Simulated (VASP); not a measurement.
## TaAs: density of states with PBE

Crystal: TaAs.

```
CELL_PARAMETERS angstrom
-1.72181 1.72181 5.86794
1.72181 -1.72181 5.86794
1.72181 1.72181 -5.86794
ATOMIC_POSITIONS crystal
Ta 0.49997 0.49997 0.00000
Ta 0.24997 0.74997 0.50000
As 0.08263 0.08263 0.00000
As 0.83263 0.33263 0.50000
```

The cell is a database's computed one.

```
Program                 : VASP 6.6.1
Task                    : density of states
Functional              : PBE
Potentials or basis     : VASP PAW PBE potentials, release 64 (Ta_pv, As)
Cutoff                  : 520 eV
k mesh                  : 11 × 11 × 11
Occupations             : gaussian, width 0.02 eV
Spin                    : no spin polarisation
k mesh for the DOS      : 17 × 17 × 17
Occupations for the DOS : tetrahedron
Further INCAR settings  : ALGO = Fast; EDIFF = 1e-07; NBANDS = 24
```

* Valence electrons inside the program's atomic spheres: Ta 8.83; As 2.95

Levels at points of the mesh, in eV from the Fermi level:
```
           k point  band 12  band 13  band 14  band 15  band 16  band 17  band 18  band 19  band 20  band 21
(0.00, 0.00, 0.00)    -2.49    -2.37    -1.97    -1.65    -1.65     0.90     1.56     2.31     3.08     3.08
```

States per cell in windows of 1 eV (zero at the Fermi level; states under -8 eV left out):
```
from (eV)  total  Ta1_d  Ta2_d  As3_p  As4_p  Ta1_s  Ta2_s
     -8.0   0.15   0.00   0.00   0.02   0.02   0.01   0.01
     -7.0   1.39   0.08   0.08   0.17   0.17   0.07   0.07
     -6.0   2.08   0.16   0.16   0.26   0.26   0.06   0.06
     -5.0   2.26   0.21   0.21   0.30   0.30   0.03   0.03
     -4.0   3.20   0.41   0.41   0.43   0.43   0.02   0.02
     -3.0   2.83   0.46   0.46   0.35   0.35   0.01   0.01
     -2.0   2.59   0.59   0.59   0.10   0.10   0.02   0.02
     -1.0   1.64   0.42   0.42   0.06   0.06   0.01   0.01
      0.0   1.48   0.48   0.48   0.04   0.04   0.00   0.00
      1.0   2.63   0.87   0.87   0.06   0.06   0.01   0.01
      2.0   3.95   1.23   1.23   0.10   0.10   0.07   0.07
      3.0   3.97   1.10   1.10   0.15   0.15   0.09   0.09
      4.0   2.27   0.50   0.50   0.16   0.16   0.05   0.05
      5.0   1.47   0.29   0.29   0.11   0.11   0.05   0.05
      6.0   0.27   0.04   0.04   0.02   0.02   0.01   0.01
      7.0   0.00   0.00   0.00   0.00   0.00   0.00   0.00
```

Run time: 18 min on 1 thread of AMD EPYC 9R45 96-Core Processor (Zen 5) (shared host), peak memory 0.74 GiB.

 The run has no spin-orbit coupling, so splittings on Ta are missing.
